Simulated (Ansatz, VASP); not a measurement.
**Se in VASP and in Ansatz**

POSCAR

```
Se
1.0
    4.4910080589      0.0000000000      0.0000000000
   -2.2455040295      3.8893270676      0.0000000000
    0.0000000000      0.0000000000      4.9981950018
Se
3
Direct
    0.2178203854      0.0000000000      0.1666666667
    0.0000000000      0.2178203854      0.8333333333
    0.7821796146      0.7821796146      0.5000000000
```

File INCAR.step1:

```
SYSTEM = Se
PREC = Accurate ; ENCUT = 600
ISMEAR = 0 ; SIGMA = 0.02
LREAL = .FALSE. ; LASPH = .TRUE.
NELM = 100 ; GGA = PE
ALGO = Normal ; EDIFF = 1E-4
LWAVE = .TRUE. ; LCHARG = .FALSE.
```

Contents of INCAR.step2:

```
SYSTEM = Se
PREC = Accurate ; ENCUT = 600
EDIFF = 1E-6 ; ISMEAR = 0
SIGMA = 0.02 ; LREAL = .FALSE.
LASPH = .TRUE. ; NELM = 100
ALGO = Normal ; ISIF = 3
LWAVE = .FALSE. ; LCHARG = .FALSE.
METAGGA = R2SCAN ; LMIXTAU = .TRUE.
IBRION = 2 ; NSW = 100
EDIFFG = -0.01 ; ISTART = 1
```

KPOINTS

```
regular mesh
0
G
  9 9 6
  0 0 0
```

Input for Ansatz:

```yaml
crystal:
  lattice:
    - [4.4910080589, 0.0, 0.0]
    - [-2.2455040295, 3.8893270676, 0.0]
    - [0.0, 0.0, 4.9981950018]
  atoms:
    - { symbol: Se, position: [0.2178203854, 0.0, 0.1666666667] }
    - { symbol: Se, position: [0.0, 0.2178203854, 0.8333333333] }
    - { symbol: Se, position: [0.7821796146, 0.7821796146, 0.5] }
basis:
  ecutwfc: 500
kpoints:
  mp_grid: { grid: [9, 9, 6] }
hamiltonian:
  xc: r2scan
scf:
  occupations: { method: gaussian, width: 0.02 }
output:
  forces: true
  stress: true
  eigenvalues: true
relax:
  adjacent_minimum: "off"
  f_tol: 0.01
  max_steps: 80
  cell: { stress_tol: 0.05 }
```

Alike in both runs: task relaxation of cell and atoms; functional r2SCAN; k mesh 9 × 9 × 6; occupations gaussian, width 0.02 eV; no spin polarisation.

```csv
,VASP,Ansatz
version,VASP 6.6.1,Ansatz 0.2.0
potentials or method,"VASP PAW PBE potentials, release 64 (Se)","scalar-relativistic, plane waves, PAW"
plane-wave cutoff (eV),600,500
valence electrons in the cell,18,48
```

Ansatz gave:

| Quantity | Value |
| --- | --- |
| gap on the k mesh at the Fermi level, each at its own relaxed structure (eV) | 1.34 |
| relaxed volume (Å³/atom) | 29.25 |
| relaxed cell length with the largest relative difference (Å) | 4.505 |

Estimate VASP's values.

gap on the k mesh at the Fermi level, each at its own relaxed structure (eV): 1.31; relaxed volume (Å³/atom): 29.08; relaxed cell length with the largest relative difference (Å): 4.491.

The two sets of potentials don't hold the same shells in valence.

Caveats: the PAW data sets were made with another functional, which shifts forces and pressure a little (VASP); an odd mesh through Γ misses points on the zone boundary, where band edges often lie. r2SCAN opens gaps a little over a GGA but as a rule still falls short of measured ones.
